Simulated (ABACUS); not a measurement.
Runs of ABACUS 3.10.1 on Na. The structure is cubic, space group Im-3m (No. 229). The conventional cell has a = 4.282 Å, b = 4.282 Å, c = 4.282 Å, α = 90.00°, β = 90.00°, γ = 90.00°. Na (site symmetry m-3m) has 8 Na at 3.71 Å as nearest neighbours. 

| task | level | potentials or basis | cell | k mesh | cutoff (eV) | max steps of the relaxation | force threshold | optimiser | stress threshold | SCF threshold on the density | gap on the mesh (eV) | pressure (GPa) | relaxed volume (Å³/atom) |
| --- | --- | --- | --- | --- | --- | --- | --- | --- | --- | --- | --- | --- | --- |
| relaxation of cell and atoms | rPW86PBE | SG15 ONCV 1.2 PBE, plane waves | relaxed | 7 × 7 × 7 | 1211 | 60 | 0.02 eV/Å | cg | 0.2 kbar | 1e-08 | none | 0.0 | 36.49 |
| single point | LDA-PW92 | PseudoDojo NC SR 0.4.1 LDA standard, plane waves | as given | 7 × 7 × 7 | 1211 | - | - | - | - | 1e-08 | none | (a) | - |
| single point | r2SCAN | SG15 ONCV 1.2 PBE, DZP LCAO (the cutoffs set its grid) | as given | 7 × 7 × 7 | 1361 | - | - | - | - | 1e-07 | none | -0.5 | - |
| relaxation of cell and atoms | BP86 | PseudoDojo NC SR 0.4.1 PBE standard, plane waves | relaxed | 7 × 7 × 7 | 1211 | - | 0.02 eV/Å | ASE BFGSLineSearch | - | 1e-08 | none | 0.0 | (b) |
| single point | TM | SG15 ONCV 1.2 PBE, plane waves | as given | 6 × 6 × 6 | 1401 | - | - | - | - | 1e-08 | none | -0.9 | - |

Alike in all rows: no spin polarisation; smearing fermi-dirac 0.05 eV.

Task: Fill in the values left out.

Result: (a) -1.1; (b) 37.38.

Caveats: the potentials were made for another functional, which shifts forces and pressure (some runs); the atomic orbitals were generated for these runs and aren't a published set (some runs); the basis of atomic orbitals isn't converged, which shifts pressures, moduli and gaps (some runs).

A k mesh can miss the band edges.

A gap of «none» marks a metal or a gap under the smearing width.

Not every run made on this cell is shown here.
